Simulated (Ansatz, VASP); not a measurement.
## Two plane-wave programs on BN

Contents of INCAR:

```
PREC = Accurate
ENCUT = 520
EDIFF = 1E-6
ISMEAR = 0
SIGMA = 0.05
LREAL = False
LASPH = True
NELM = 60
ALGO = Normal
ISIF = 2
LWAVE = False
LCHARG = False
GGA = PE
NBANDS = 11
```

KPOINTS

```
regular mesh
0
Gamma
  8 8 8
```

File POSCAR:

```
BN
1.0
    0.0000000000      1.9866622763      1.9866622763
    1.9866622763      0.0000000000      1.9866622763
    1.9866622763      1.9866622763      0.0000000000
B N
1 1
Direct
    0.0000000000      0.0000000000      0.0000000000
    0.2500000000      0.2500000000      0.2500000000
```

Input for Ansatz:

```yaml
crystal:
  lattice:
    - [0.0, 1.9866622763, 1.9866622763]
    - [1.9866622763, 0.0, 1.9866622763]
    - [1.9866622763, 1.9866622763, 0.0]
  atoms:
    - { symbol: B, position: [0.0, 0.0, 0.0] }
    - { symbol: "N", position: [0.25, 0.25, 0.25] }
basis:
  ecutwfc: 420
kpoints:
  mp_grid: { grid: [8, 8, 8] }
hamiltonian:
  xc: pbe
scf:
  occupations: { method: gaussian, width: 0.05 }
output:
  forces: true
  stress: true
  eigenvalues: true
```

The cell was built by a generator and isn't the measured one.

Alike in both runs: task single point; functional PBE; k mesh 8 × 8 × 8; occupations gaussian, width 0.05 eV; no spin polarisation.

|  | VASP | Ansatz |
| --- | --- | --- |
| version | VASP 6.6.1 | Ansatz 0.2.0 |
| potentials or method | VASP PAW PBE potentials, release 64 (B, N) | scalar-relativistic, plane waves, PAW |
| plane-wave cutoff (eV) | 520 | 420 |
| valence electrons in the cell | 8 | 8 |

VASP gave:

| Quantity | Value |
| --- | --- |
| gap on the k mesh at the Fermi level (eV) | 4.10 |
| least direct gap on the mesh (eV) | 6.13 |

Which values does Ansatz return?

gap on the k mesh at the Fermi level (eV): 4.11; least direct gap on the mesh (eV): 6.11.

 A k mesh can miss the band edges. A hybrid or GW would open this gap; PBE tends to underestimate it.
